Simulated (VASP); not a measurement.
# ZnS (F-43m) in VASP: a series of runs

The runs below take ZnS through relaxation of cell and atoms, with PBEsol, AM05.

Program: VASP 6.6.1. These are calculated values, not measurements. Logs are shortened: lines on timing, memory, paths and dates and some standing lists are left out, and cuts for length are marked.

### 1 Starting point

It takes space group F-43m (No. 216, cubic). The conventional cell has a = 5.404 Å, b = 5.404 Å, c = 5.404 Å, α = 90.00°, β = 90.00°, γ = 90.00°. Zn (site symmetry -43m) has 4 S at 2.34 Å as nearest neighbours. Around S (site symmetry -43m) lie 4 Zn at 2.34 Å.

### 2 Relaxation of cell and atoms, PBEsol

INCAR

```
SYSTEM = ZnS
ALGO = Normal ; EDIFF = 1E-6
EDIFFG = -0.01 ; ENCUT = 600
GGA = PS ; IBRION = 2
ISIF = 3 ; ISMEAR = 0
LASPH = .TRUE. ; LCHARG = .FALSE.
LREAL = .FALSE. ; LWAVE = .FALSE.
NELM = 80 ; NSW = 90
PREC = Accurate ; SIGMA = 0.03
```

KPOINTS

```
k-points
0
G
  10 10 10
  0 0 0
```

POSCAR

```
ZnS
1.0
    0.0000000000      2.7020000000      2.7020000000
    2.7020000000      0.0000000000      2.7020000000
    2.7020000000      2.7020000000      0.0000000000
Zn S
1 1
Direct
    0.2500000000      0.2500000000      0.2500000000
    0.0000000000      0.0000000000      0.0000000000
```

Potentials or basis: VASP PAW PBE potentials, release 64 (Zn, S).

Run with:

```console
cat potpaw_PBE.64/Zn/POTCAR potpaw_PBE.64/S/POTCAR > POTCAR
mpirun -np 1 vasp_std > vasp.out
```

OUTCAR:

```text
SYSTEM = ZnS
   EDIFF = 1E-6
   EDIFFG = -0.01
   ENCUT = 600
   GGA = PS
   IBRION = 2
   ISIF = 3
   ISMEAR = 0
   LASPH = .TRUE.
   LREAL = .FALSE.
   NELM = 80
   NSW = 90
   PREC = Accurate

 ion  position               nearest neighbor table
   1  0.250  0.250  0.250-   2 2.34   2 2.34   2 2.34   2 2.34
   2  0.000  0.000  0.000-   1 2.34   1 2.34   1 2.34   1 2.34

  LATTYP: Found a face centered cubic cell.
 ALAT       =     5.4040000000

  Lattice vectors:

 A1 = (   0.0000000000,   2.7020000000,   2.7020000000)
 A2 = (   2.7020000000,   0.0000000000,   2.7020000000)
 A3 = (   2.7020000000,   2.7020000000,   0.0000000000)

Analysis of symmetry for initial positions (statically):
=====================================================================
 Subroutine PRICEL returns:
 Original cell was already a primitive cell.

 Routine SETGRP: Setting up the symmetry group for a
 face centered cubic supercell.

 Subroutine GETGRP returns: Found 24 space group operations
 (whereof 24 operations were pure point group operations)
 out of a pool of 48 trial point group operations.

The static configuration has the point symmetry T_d .

Analysis of symmetry for dynamics (positions and initial velocities):
=====================================================================
 Subroutine PRICEL returns:
 Original cell was already a primitive cell.

 Routine SETGRP: Setting up the symmetry group for a
 face centered cubic supercell.

 Subroutine GETGRP returns: Found 24 space group operations
 (whereof 24 operations were pure point group operations)
 out of a pool of 48 trial point group operations.

The dynamic configuration has the point symmetry T_d .

 Subroutine INISYM returns: Found 24 space group operations
 (whereof 24 operations are pure point group operations),
 and found     1 'primitive' translations

----------------------------------------------------------------------------------------

                                     Primitive cell

  volume of cell :      39.4535

  direct lattice vectors                    reciprocal lattice vectors
     0.000000000  2.702000000  2.702000000    -0.185048113  0.185048113  0.185048113
     2.702000000  0.000000000  2.702000000     0.185048113 -0.185048113  0.185048113
     2.702000000  2.702000000  0.000000000     0.185048113  0.185048113 -0.185048113

  length of vectors
     3.821205046  3.821205046  3.821205046     0.320512733  0.320512733  0.320512733

  position of ions in fractional coordinates (direct lattice)
     0.250000000  0.250000000  0.250000000
     0.000000000  0.000000000  0.000000000

  ion indices of the primitive-cell ions
   primitive index   ion index
                 1           1
                 2           2

----------------------------------------------------------------------------------------

 KPOINTS: k-points

Automatic generation of k-mesh.
 Grid dimensions read from file:
 generate k-points for:   10   10   10

 Generating k-lattice:

  Cartesian coordinates                     Fractional coordinates (reciprocal lattice)
    -0.018504811  0.018504811  0.018504811     0.100000000  0.000000000  0.000000000
     0.018504811 -0.018504811  0.018504811     0.000000000  0.100000000  0.000000000
     0.018504811  0.018504811 -0.018504811     0.000000000  0.000000000  0.100000000

  Length of vectors
     0.032051273  0.032051273  0.032051273

  Shift w.r.t. Gamma in fractional coordinates (k-lattice)
     0.000000000  0.000000000  0.000000000

 Subroutine IBZKPT returns following result:
 ===========================================

 Found     47 irreducible k-points:

 Following reciprocal coordinates:
            Coordinates               Weight
  0.000000  0.000000  0.000000      1.000000
  0.100000  0.000000  0.000000      8.000000
  0.200000  0.000000  0.000000      8.000000
  0.300000  0.000000  0.000000      8.000000
  0.400000  0.000000  0.000000      8.000000
  0.500000  0.000000  0.000000      4.000000
[... 16 lines left out ...]
  0.300000  0.300000  0.000000      6.000000
  0.400000  0.300000  0.000000     24.000000
 [... further k-points ...]
   k-points           NKPTS =     47   k-points in BZ     NKDIM =     47   number of bands    NBANDS=     13
   number of dos      NEDOS =    301   number of ions     NIONS =      2
   total plane-waves  NPLWV =  32768
   dimension x,y,z NGX =    32 NGY =   32 NGZ =   32
   dimension x,y,z NGXF=    64 NGYF=   64 NGZF=   64
   ions per type =               1   1
   NGX,Y,Z   is equivalent  to a cutoff of  13.92, 13.92, 13.92 a.u.
   NGXF,Y,Z  is equivalent  to a cutoff of  27.84, 27.84, 27.84 a.u.
 SYSTEM =  ZnS
   PREC   = accura    normal or accurate (medium, high low for compatibility)
   ISTART =      0    job   : 0-new  1-cont  2-samecut
   ICHARG =      2    charge: 1-file 2-atom 10-const
   ISPIN  =      1    spin polarized calculation?
   LNONCOLLINEAR =      F non collinear calculations
   LSORBIT =      F    spin-orbit coupling
   LASPH  =      T    aspherical Exc in radial PAW
   ENCUT  =  600.0 eV  44.10 Ry    6.64 a.u.   7.63  7.63  7.63*2*pi/ulx,y,z
   NELM   =     80;   NELMIN=  2; NELMDL= -5     # of ELM steps
   EDIFF  = 0.1E-05   stopping-criterion for ELM
   LREAL  =      F    real-space projection
   EDIFFG = -.1E-01   stopping-criterion for IOM
   NSW    =     90    number of steps for IOM
   IBRION =      2    ionic relax: 0-MD 1-quasi-New 2-CG
   NFREE  =      1    steps in history (QN), initial steepest desc. (CG)
   ISIF   =      3    stress and relaxation
   ISYM   =      2    0-nonsym 1-usesym 2-fastsym
   POTIM  = 0.5000    time-step for ionic-motion
   TEBEG  =    0.0;   TEEND  =   0.0 temperature during run
   PSTRESS=    0.0 pullay stress
   NELECT =      18.0000    total number of electrons
   NUPDOWN=      -1.0000    fix difference up-down
   EMIN   =  10.00;   EMAX   =-10.00  energy-range for DOS
   EFERMI =   0.00;   METHOD = LEGACY
   ISMEAR =     0;   SIGMA  =   0.03  broadening in eV -4-tet -1-fermi 0-gaus
   EFERMI_NEDOS =   21; number of points for ismear=-14 and -15
   IALGO  =     38    algorithm
   IMIX   =      4    mixing-type and parameters
     AMIX     =   0.40;   BMIX     =  1.00
     AMIX_MAG =   1.60;   BMIX_MAG =  1.00
  volume/ion in A,a.u.               =      19.73       133.12
  Fermi-wavevector in a.u.,A,eV,Ry     =   1.260290  2.381602 21.610537  1.588330
  Thomas-Fermi vector in A             =   2.393807
   LORBIT       =      0    0 simple, 1 ext, 2 COOP (PROOUT), +10 PAW based schemes
   GGA     = PS    functional components
   LHFCALC =     F    Hartree Fock is set to
   AEXX    =    0.0000 exact exchange contribution
   IVDW    =     0    specifies the selected vdW correction
   LEPSILON=     F    determine dielectric tensor
   LRPA    =     F    only Hartree local field effects (RPA)
 conjugate gradient relaxation of ions
 non-spin polarized calculation
 Gauss-broadening in eV      SIGMA  =   0.03
  energy-cutoff  :      600.00
  volume of cell :       39.45
 maximum number of plane-waves:      1363
   NGX = 15   NGY = 15   NGZ = 15

--------------------------------------- Ionic step        1  -------------------------------------------

 number of electron      17.9999998 magnetization

 Free energy of the ion-electron system (eV)
  ---------------------------------------------------
  ext. energy  EPLUGINS =         0.00000000
  ---------------------------------------------------
  free energy    TOTEN  =        -7.58393353 eV

  energy without entropy =       -7.58393353  energy(sigma->0) =       -7.58393353

------------------------ aborting loop because EDIFF is reached ----------------------------------------

  FORCE on cell =-STRESS in cart. coord.  units (eV):
  Direction    XX          YY          ZZ          XY          YZ          ZX
  --------------------------------------------------------------------------------------
  -------------------------------------------------------------------------------------
  Total       -0.4264507     -0.4264507     -0.4264507      0.0000000     -0.0000000     -0.0000000
  in kB      -17.3178277    -17.3178277    -17.3178277      0.0000000     -0.0000000     -0.0000000
  external PRESSURE =     -17.3178277 kB  Pullay stress =       0.0000000 kB
[... 57 lines left out ...]
  energy  without entropy=       -7.5888246787  energy(sigma->0) =       -7.58882468

--------------------------------------- Ionic step        3  -------------------------------------------

 number of electron      17.9999989 magnetization

 Free energy of the ion-electron system (eV)
  ---------------------------------------------------
  ext. energy  EPLUGINS =         0.00000000
  ---------------------------------------------------
  free energy    TOTEN  =        -7.58928851 eV

  energy without entropy =       -7.58928851  energy(sigma->0) =       -7.58928851

 E-fermi :   2.4429     XC(G=0):  -9.9635

 val. band max:        2.2414848413   @ k =   0.0000   0.0000   0.0000
 cond. band min:       4.3244000255   @ k =   0.0000   0.0000   0.0000
 fundamental gap:      2.0829151842
 Fermi energy:         2.4428758882

 k-point     1 :       0.0000    0.0000    0.0000
  band No.  band energies     occupation
      1     -11.0858      2.00000
      2      -4.2312      2.00000
      3      -4.2312      2.00000
      4      -4.2312      2.00000
      5      -3.7030      2.00000
      6      -3.7030      2.00000
      7       2.2415      2.00000
      8       2.2415      2.00000
      9       2.2415      2.00000
     10       4.3244      0.00000
     11       8.5318      0.00000
     12       8.5318      0.00000
     13       8.5318      0.00000
[... 353 lines left out ...]
 k-point    24 :       0.4000    0.3000    0.0000
  band No.  band energies     occupation
      1     -10.0631      2.00000
      2      -4.2754      2.00000
      3      -3.9722      2.00000
      4      -3.9642      2.00000
      5      -3.6827      2.00000
      6      -3.6417      2.00000
      7      -1.6141      2.00000
      8       0.1474      2.00000
      9       0.3705      2.00000
     10       6.1192      0.00000
     11       6.8705      0.00000
     12      10.9830      0.00000
     13      11.9666      0.00000

 [... further k-points ...]
[... 5 lines left out ...]
  --------------------------------------------------------------------------------------
  -------------------------------------------------------------------------------------
  Total       -0.0075650     -0.0075650     -0.0075650      0.0000000      0.0000000      0.0000000
  in kB       -0.3147178     -0.3147178     -0.3147178      0.0000000      0.0000000      0.0000000
  external PRESSURE =      -0.3147178 kB  Pullay stress =       0.0000000 kB
[... 17 lines left out ...]
  FREE ENERGIE OF THE ION-ELECTRON SYSTEM (eV)
  ---------------------------------------------------
  free  energy   TOTEN  =        -7.5892885087 eV

  energy  without entropy=       -7.5892885087  energy(sigma->0) =       -7.58928851

 reached required accuracy - stopping structural energy minimisation
```

Run time: 31 s. Hardware: 1 thread of AMD EPYC 9R45 (Zen 5), shared host; peak memory 0.17 GiB.

Results:

* Free energy: -7.5893 eV
* Relaxed volume: 19.26 Å³/atom
* Relaxed cell: a = 3.791 Å, b = 3.791 Å, c = 3.791 Å, α = 60.00°, β = 60.00°, γ = 60.00°
* Space group after relaxing (to 0.05 Å): F-43m (No. 216)
* Energy gained by relaxing: 2.7 meV/atom
* Ionic steps: 3
* Pressure after relaxing: 0.0 GPa
* Band gap on the k mesh: 2.08 eV, direct

The path:
| step | energy change (eV) | largest force (eV/Å) | pressure (GPa) | volume (Å³) |
| --- | --- | --- | --- | --- |
| 1 | 0.0000 | 0.0000 | -1.73 | 39.45 |
| 2 | -0.0049 | 0.0000 | 0.60 | 38.25 |
| 3 | -0.0054 | 0.0000 | -0.03 | 38.51 |

Final structure:
```
Zn S
1.0
     0.00000    2.68033    2.68033
     2.68033    0.00000    2.68033
     2.68033    2.68033    0.00000
Zn S
1 1
Direct
  0.25000 0.25000 0.25000
  0.00000 0.00000 0.00000
```

Levels at points of the mesh, in eV from the valence-band top:
```csv
k point,band 7,band 8,band 9,band 10,band 11,band 12
"(0.00, 0.00, 0.00)",0.00,0.00,0.00,2.08,6.29,6.29
"(0.50, 0.00, 0.00)",-5.52,-0.91,-0.91,3.24,6.82,6.82
"(0.50, 0.50, 0.00)",-4.70,-2.34,-2.34,3.18,3.96,11.00
```

Caveat: the PAW data sets were made with another functional, which shifts forces and pressure a little.

### 3 Relaxation of cell and atoms, PBEsol

This run uses another cell than the first one, of 19.26 Å³/atom, 0.976 times its volume.

Changes to INCAR since step 2:

```diff
@@ -1,4 +1,4 @@
 SYSTEM = ZnS
-ALGO = Normal ; EDIFF = 1E-6
-EDIFFG = -0.01 ; ENCUT = 600
+ALGO = Normal ; EDIFF = 1E-7
+EDIFFG = -0.005 ; ENCUT = 600
 GGA = PS ; IBRION = 2
```

KPOINTS is that of step 2.

POSCAR

```
ZnS                                     
1.0
    0.0000000000      2.6803314388      2.6803314388
    2.6803314388     -0.0000000000      2.6803314388
    2.6803314388      2.6803314388      0.0000000000
  Zn              S             
     1     1
Direct
     0.2500000000000000    0.2500000000000000    0.2500000000000000
     0.0000000000000000    0.0000000000000000    0.0000000000000000
```

Potentials or basis: VASP PAW PBE potentials, release 64 (Zn, S).

Run with:

```console
cat potpaw_PBE.64/Zn/POTCAR potpaw_PBE.64/S/POTCAR > POTCAR
mpirun -np 1 vasp_std > vasp.out
```

OUTCAR:

```text
SYSTEM = ZnS
   EDIFF = 1E-7
   EDIFFG = -0.005
   ENCUT = 600
   GGA = PS
   IBRION = 2
   ISIF = 3
   ISMEAR = 0
   LASPH = .TRUE.
   LREAL = .FALSE.
   NELM = 80
   NSW = 90
   PREC = Accurate

 ion  position               nearest neighbor table
   1  0.250  0.250  0.250-   2 2.32   2 2.32   2 2.32   2 2.32
   2  0.000  0.000  0.000-   1 2.32   1 2.32   1 2.32   1 2.32

  LATTYP: Found a face centered cubic cell.
 ALAT       =     5.3606628776

  Lattice vectors:

[... 565 lines left out ...]
      9       0.3704      2.00000
     10       6.1192      0.00000
     11       6.8705      0.00000
     12      10.9830      0.00000
     13      11.9665      0.00000

 [... further k-points ...]
[... 5 lines left out ...]
  --------------------------------------------------------------------------------------
  -------------------------------------------------------------------------------------
  Total        0.0042992      0.0042992      0.0042992     -0.0000000     -0.0000000      0.0000000
  in kB        0.1788547      0.1788547      0.1788547     -0.0000000     -0.0000000      0.0000000
  external PRESSURE =       0.1788547 kB  Pullay stress =       0.0000000 kB

 VOLUME and BASIS-vectors are now :
 -----------------------------------------------------------------------------
  energy-cutoff  :      600.00
  volume of cell :       38.51
      direct lattice vectors                 reciprocal lattice vectors
     0.000000000  2.680331439  2.680331439    -0.186544094  0.186544094  0.186544094
     2.680331439  0.000000000  2.680331439     0.186544094 -0.186544094  0.186544094
     2.680331439  2.680331439  0.000000000     0.186544094  0.186544094 -0.186544094

 POSITION                                       TOTAL-FORCE (eV/Angst)
 -----------------------------------------------------------------------------------
      1.34017      1.34017      1.34017        -0.000000     -0.000000     -0.000000
      0.00000      0.00000      0.00000         0.000000      0.000000      0.000000
 -----------------------------------------------------------------------------------
    total drift:                               -0.000000     -0.000000     -0.000000

  FREE ENERGIE OF THE ION-ELECTRON SYSTEM (eV)
  ---------------------------------------------------
  free  energy   TOTEN  =        -7.5891278871 eV

  energy  without entropy=       -7.5891278871  energy(sigma->0) =       -7.58912789

 reached required accuracy - stopping structural energy minimisation
```

OSZICAR:

```text
N       E                     dE             d eps       ncg     rms          rms(c)
DAV:   1     0.866251686677E+02    0.86625E+02   -0.97211E+03  1222   0.183E+03
DAV:   2    -0.154186099023E+01   -0.88167E+02   -0.83449E+02  1267   0.306E+02
DAV:   3    -0.791104603371E+01   -0.63692E+01   -0.63278E+01  1537   0.761E+01
DAV:   4    -0.799597472806E+01   -0.84929E-01   -0.84885E-01  1312   0.933E+00
DAV:   5    -0.799706624336E+01   -0.10915E-02   -0.10915E-02  1542   0.106E+00    0.697E+00
DAV:   6    -0.760679934655E+01    0.39027E+00   -0.10303E+00  1671   0.405E+01    0.545E+00
DAV:   7    -0.759238705170E+01    0.14412E-01   -0.35439E-01  1247   0.621E+00    0.262E+00
DAV:   8    -0.758930144420E+01    0.30856E-02   -0.56984E-03  1477   0.727E-01    0.727E-01
DAV:   9    -0.758904683994E+01    0.25460E-03   -0.82271E-04  1455   0.403E-01    0.115E-01
DAV:  10    -0.758913103897E+01   -0.84199E-04   -0.20663E-04  1443   0.221E-01    0.773E-02
DAV:  11    -0.758912805919E+01    0.29798E-05   -0.57192E-05  1502   0.179E-01    0.963E-03
DAV:  12    -0.758912785829E+01    0.20090E-06   -0.25546E-06  1698   0.275E-02    0.298E-03
DAV:  13    -0.758912797014E+01   -0.11185E-06   -0.80578E-07  1302   0.767E-03    0.133E-03
DAV:  14    -0.758912788709E+01    0.83049E-07   -0.64922E-08   906   0.333E-03
   1 F= -.75891279E+01 E0= -.75891279E+01  d E =-.758913E+01
```

CONTCAR:

```text
ZnS
   1.00000000000000
     0.0000000000000000    2.6803314388000001    2.6803314388000001
     2.6803314388000001    0.0000000000000000    2.6803314388000001
     2.6803314388000001    2.6803314388000001    0.0000000000000000
  Zn              S
     1     1
Direct
     0.2500000000000000    0.2500000000000000    0.2500000000000000
     0.0000000000000000    0.0000000000000000    0.0000000000000000

  0.00000000E+00  0.00000000E+00  0.00000000E+00
  0.00000000E+00  0.00000000E+00  0.00000000E+00
```

It took 16 s on 1 thread of AMD EPYC 9R45 (Zen 5), shared host; peak memory 0.15 GiB.

What came out:

```yaml
Free_energy: -7.5891 eV
Pressure_after_relaxing: 0.0 GPa
Band_gap_on_the_k_mesh: 2.08 eV, direct
```

Final structure:
```
Zn S
1.0
     0.00000    2.68033    2.68033
     2.68033    0.00000    2.68033
     2.68033    2.68033    0.00000
Zn S
1 1
Direct
  0.25000 0.25000 0.25000
  0.00000 0.00000 0.00000
```

Caveat: the relaxation stopped at its first step, so nothing moved; the PAW data sets were made with another functional, which shifts forces and pressure a little. PBEsol gaps usually lie below the measured ones, often by a third to a half.

### 4 Relaxation of cell and atoms, AM05

INCAR

```
ALGO = Normal
EDIFF = 1E-6
EDIFFG = -0.01
ENCUT = 600
GGA = AM
IBRION = 2
ISIF = 3
ISMEAR = 0
LASPH = T
LCHARG = F
LREAL = F
LWAVE = F
NELM = 80
NSW = 90
PREC = Accurate
SIGMA = 0.03
```

KPOINTS

```
k-points
0
Gamma
  10 10 10
```

POSCAR

```
ZnS
1.0
    0.0000000000      2.7020000000      2.7020000000
    2.7020000000      0.0000000000      2.7020000000
    2.7020000000      2.7020000000      0.0000000000
Zn S
1 1
Direct
    0.2500000000      0.2500000000      0.2500000000
    0.0000000000      0.0000000000      0.0000000000
```

Run with:

```console
cat potpaw_PBE.64/Zn/POTCAR potpaw_PBE.64/S/POTCAR > POTCAR
mpirun -np 1 vasp_std > vasp.out
```

Wall time 24 s (1 thread of Intel Xeon 6975P-C (Granite Rapids), shared host); peak memory 0.19 GiB.

The run converged. Its results:

* Free energy: -7.1414 eV
* Relaxed volume: 19.40 Å³/atom
* Relaxed cell: a = 3.800 Å, b = 3.800 Å, c = 3.800 Å, α = 60.00°, β = 60.00°, γ = 60.00°
* Space group after relaxing (to 0.05 Å): F-43m (No. 216)
* Energy gained by relaxing: 1.2 meV/atom
* Ionic steps: 3
* Pressure after relaxing: 0.0 GPa
* Band gap on the k mesh: 2.17 eV, direct

Step by step:
| step | energy change (eV) | largest force (eV/Å) | pressure (GPa) | volume (Å³) |
| --- | --- | --- | --- | --- |
| 1 | 0.0000 | 0.0000 | -1.19 | 39.45 |
| 2 | -0.0023 | 0.0000 | 0.37 | 38.62 |
| 3 | -0.0025 | 0.0000 | 0.04 | 38.80 |

Final structure:
```xyz
2
Lattice="0.0000 2.6871 2.6871 2.6871 0.0000 2.6871 2.6871 2.6871 0.0000" Properties=species:S:1:pos:R:3 pbc="T T T"
Zn    1.3435    1.3435    1.3435
S     0.0000    0.0000    0.0000
```

Levels at points of the mesh, in eV from the valence-band top:
```tsv
k point	band 7	band 8	band 9	band 10	band 11	band 12
(0.00, 0.00, 0.00)	0.00	0.00	0.00	2.17	6.33	6.33
(0.50, 0.00, 0.00)	-5.44	-0.90	-0.90	3.31	6.87	6.87
(0.50, 0.50, 0.00)	-4.66	-2.30	-2.30	3.33	4.03	11.08
```

Caveat: the PAW data sets were made with another functional, which shifts forces and pressure a little.
